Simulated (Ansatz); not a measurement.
Below is the output of a Python script on Ansatz 0.2.0, Python API that makes a calculation of the dielectric tensor and Born charges of RbCl, space group Fm-3m. Write a script that gives it. Use: LDA, PAW, cutoff 510 eV, 5×5×5 k-points, fixed occupations.

```
Rb Cl
1.0
     0.00000    3.27400    3.27400
     3.27400    0.00000    3.27400
     3.27400    3.27400    0.00000
Rb Cl
1 1
Direct
  0.00000 0.00000 0.00000
  0.50000 0.50000 0.50000
```

```console
$ python eps_rbcl.py
mean eps_inf 2.424, fraction of exact exchange 1/eps = 0.413
[[ 2.424  0.    -0.   ]
 [ 0.     2.424  0.   ]
 [-0.     0.     2.424]]
Rb Z* trace/3 = +1.160 e
Cl Z* trace/3 = -1.160 e
charge neutrality missed by 0.0006 e before the sum rule
```

The script that was run (others could print the same):

`eps_rbcl.py`:
```python
"""High-frequency dielectric tensor and Born charges of RbCl."""

import warnings

import ansatz
import numpy as np

warnings.simplefilter("ignore", ansatz.DeckWarning)

lattice = ansatz.Lattice.of(
    [0.0, 3.274, 3.274],
    [3.274, 0.0, 3.274],
    [3.274, 3.274, 0.0],
)
sites = [
    ("Rb", [0.0, 0.0, 0.0]),
    ("Cl", [0.5, 0.5, 0.5]),
]
xtal = ansatz.Crystal(lattice=lattice)
for symbol, position in sites:
    xtal = xtal.atom(symbol, position)

# an insulator: whole occupations
base = (
    xtal.calculation()
    .functional("LDA")
    .basis(510)
    .pseudopotentials("paw")
    .kpoints(5)
    .occupations("fixed")
    .dielectric()
)
res = base.run()
response = res.dielectric
eps = np.asarray(response.eps_inf)

print(f"mean eps_inf {np.trace(eps) / 3:.3f}, fraction of exact exchange 1/eps = {3 / np.trace(eps):.3f}")
print(np.array2string(eps, precision=3, suppress_small=True))
for site, z in zip(res.lattice.sites, response.zstar_e):
    print(f"{site.symbol:2s} Z* trace/3 = {np.trace(z) / 3:+.3f} e")
print(f"charge neutrality missed by {response.zstar_sum_residual_pre_e:.4f} e before the sum rule")
```

Reading the output:
- Under fixed occupations the level called the Fermi level is the highest filled one on the SCF mesh; off the mesh a filled band can lie a little above it.
- Pressure is positive in compression.
- The structure is a deposited one; some such entries were measured under pressure or heat, so a shift against it needn't be the functional's error alone.
- This is the electronic (clamped-ion) response; a semilocal gap that is too small tends to raise it. The typed mesh is that of the SCF; the response is solved on denser meshes that the run picks.
- Run time: 7.8 s on 1 thread of AMD EPYC 9R45 96-Core Processor (Zen 5), on a shared host, peak memory 0.51 GiB.
